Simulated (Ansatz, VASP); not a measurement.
# SiC in VASP and in Ansatz

```xyz
4
Lattice="1.4657 0.8462 5.3212 -1.4657 0.8462 5.3212 0.0000 -1.6925 5.3212" Properties=species:S:1:pos:R:3 pbc="T T T"
C     0.0000    0.0000    7.1892
C     0.0000    0.0000    8.7745
Si    0.0000    0.0000   14.7845
Si    0.0000    0.0000    1.1792
```

Change from the starting cell: biaxial_xy strain -4.9%.

Alike in both runs: task single point; functional r2SCAN; k mesh 10 × 10 × 10; occupations fermi-dirac, width 0.02 eV; no spin polarisation.

```csv
,VASP,Ansatz
version,VASP 6.6.1,Ansatz 0.2.0
potentials or method,"VASP PAW PBE potentials, release 64 (C, Si)","plane waves, PAW"
plane-wave cutoff (eV),520,500
valence electrons in the cell,16,16
```

|  | VASP | Ansatz | Ansatz less VASP |
| --- | --- | --- | --- |
| pressure (GPa) | 24.9 | 25.1 | +0.24 |
| largest component of the traceless stress (GPa) | 19.44 | 19.23 | -0.204 |
| rms of the force components (eV/Å) | 0.023 | 0.000 | -0.0228 |

The functional is the same, so the differences come from potentials, cutoffs and numerics.

Caveats: so large a pressure means that the cell lies far from this level's equilibrium, or that cutoff or potentials fall short (VASP); the potentials were made for another functional, which shifts forces and pressure (VASP).
